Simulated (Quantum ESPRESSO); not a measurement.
W, 1 atom in the cell. The structure is cubic, space group Im-3m (No. 229). The conventional cell has a = 3.165 Å, b = 3.165 Å, c = 3.165 Å, α = 90.00°, β = 90.00°, γ = 90.00°. W (site symmetry m-3m) has 8 W at 2.74 Å as nearest neighbours. 

```yaml
Program: Quantum ESPRESSO 7.5
Task: relaxation of cell and atoms
Functional: PBE
Potentials_or_basis: SSSP 1.3 efficiency PBE
Cutoff: 857 eV
Density_cutoff: 6884 eV
k_mesh: 12 × 12 × 12
Occupations: fermi-dirac, width 0.05 eV
Spin: no spin polarisation
Target_pressure: 5 GPa
Mixing_beta: 0.5
Most_SCF_iterations: 120
SCF_threshold: 2e-10 Ry
Most_ionic_steps: 40
Forc_conv_thr: 0.0004 Ry/bohr
Etot_conv_thr: 1e-05 Ry
Ion_dynamics: bfgs
Cell_dynamics: bfgs
Press_conv_thr: 0.3 kbar
```

Potentials or basis: SSSP 1.3 efficiency PBE.

Launch:

```console
$ OMP_NUM_THREADS=1 pw.x -in pw.in > pw.out
```

Hardware: 1 thread of Arm Neoverse V2, on a shared host.

How long does it take, and how much memory?

It took 52 s on 1 thread of Arm Neoverse V2 (shared host), peak memory 0.19 GiB. Counts: scf iterations 28, k pools 1, bands 13, ion steps 3, k points 72, g dense 20785.
